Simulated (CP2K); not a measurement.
CdTe:

```
Te Cd
1.0
     4.53255    0.00000    0.00000
     2.26628    3.92531    0.00000
     2.26628    1.30844    3.70082
Te Cd
1 1
Cartesian
  6.7988 3.9253 2.7756
  0.0000 0.0000 0.0000
```

Base run:

```yaml
Program: CP2K 2026.2
Functional: PBE
Potentials_or_basis: POTENTIAL_UZH Te GTH-PBE-q6, Cd GTH-PBE-q12; ccGRB-D basis
Density_cutoff: 6123 eV
k_mesh: 7 × 7 × 7
Occupations: fermi-dirac, width 0.05 eV
Spin: no spin polarisation
```

Its results: band gap on the k mesh 1.29 eV, direct; pressure 6.0 GPa.

**Question.** The run is repeated on the same cell with these changes: potentials or basis from POTENTIAL_UZH Te GTH-PBE-q6, Cd GTH-PBE-q12; ccGRB-D basis to POTENTIAL_UZH Te GTH-PBE-q6, Cd GTH-PBE-q12; TZV2P-MOLOPT-PBE-GTH basis; basis sets from Te ccGRB-D-q6, Cd ccGRB-D-q12 to Te TZV2P-MOLOPT-PBE-GTH-q6, Cd TZV2P-MOLOPT-PBE-GTH-q12. What comes out?

**Answer.** Band gap on the k mesh 0.87 eV, direct; pressure 4.7 GPa.

Caveats: spin-orbit coupling is left out, which moves the levels of the heavy elements; the basis of atomic orbitals isn't converged, which shifts pressures, moduli and gaps.

